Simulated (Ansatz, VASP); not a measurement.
Two plane-wave programs on HfH3

The input INCAR:

```
ALGO = Normal ; EDIFF = 1E-6
ENCUT = 520 ; GGA = CA
ISIF = 2 ; ISMEAR = 0
LASPH = True ; LCHARG = False
LREAL = False ; LWAVE = False
NBANDS = 14 ; NELM = 100
PREC = Accurate ; SIGMA = 0.1
```

The input KPOINTS:

```
k-points
0
Gamma
  14 14 14
```

Contents of POSCAR:

```
HfH3
1.0
    3.0243743515      0.0000000000      0.0000000000
    0.0000000000      3.0243743515      0.0000000000
    0.0000000000      0.0000000000      3.0243743515
Hf H
1 3
Direct
    0.0000000000      0.0000000000      0.0000000000
    0.0000000000      0.5000000000      0.5000000000
    0.5000000000      0.0000000000      0.5000000000
    0.5000000000      0.5000000000      0.0000000000
```

Input for Ansatz:

```yaml
crystal:
  lattice:
    - [3.0243743515, 0.0, 0.0]
    - [0.0, 3.0243743515, 0.0]
    - [0.0, 0.0, 3.0243743515]
  atoms:
    - { symbol: Hf, position: [0.0, 0.0, 0.0] }
    - { symbol: H, position: [0.0, 0.5, 0.5] }
    - { symbol: H, position: [0.5, 0.0, 0.5] }
    - { symbol: H, position: [0.5, 0.5, 0.0] }
basis:
  ecutwfc: 420
kpoints:
  mp_grid: { grid: [14, 14, 14] }
hamiltonian:
  xc: lda
scf:
  occupations: { method: gaussian, width: 0.1 }
output:
  forces: true
  stress: true
  eigenvalues: true
  populations: true
```

Alike in both runs: task single point; functional LDA; k mesh 14 × 14 × 14; occupations gaussian, width 0.1 eV; no spin polarisation.

|  | VASP | Ansatz |
| --- | --- | --- |
| version | VASP 6.6.1 | Ansatz 0.2.0 |
| potentials or method | VASP PAW LDA potentials, release 64 (Hf_pv, H) | scalar-relativistic, plane waves, PAW |
| plane-wave cutoff (eV) | 520 | 420 |
| valence electrons in the cell | 13 | 29 |

VASP gave:

```
gap on the k mesh at the Fermi level (eV) : none
pressure (GPa)                            : 1.3
```

Problem. Estimate Ansatz's values.

Solution. gap on the k mesh at the Fermi level (eV): none; pressure (GPa): 1.6.

A gap of «none» marks a metal or a gap that the smearing closes. The two sets of potentials don't hold the same shells in valence.

The runs have no spin-orbit coupling, so splittings on Hf are missing.
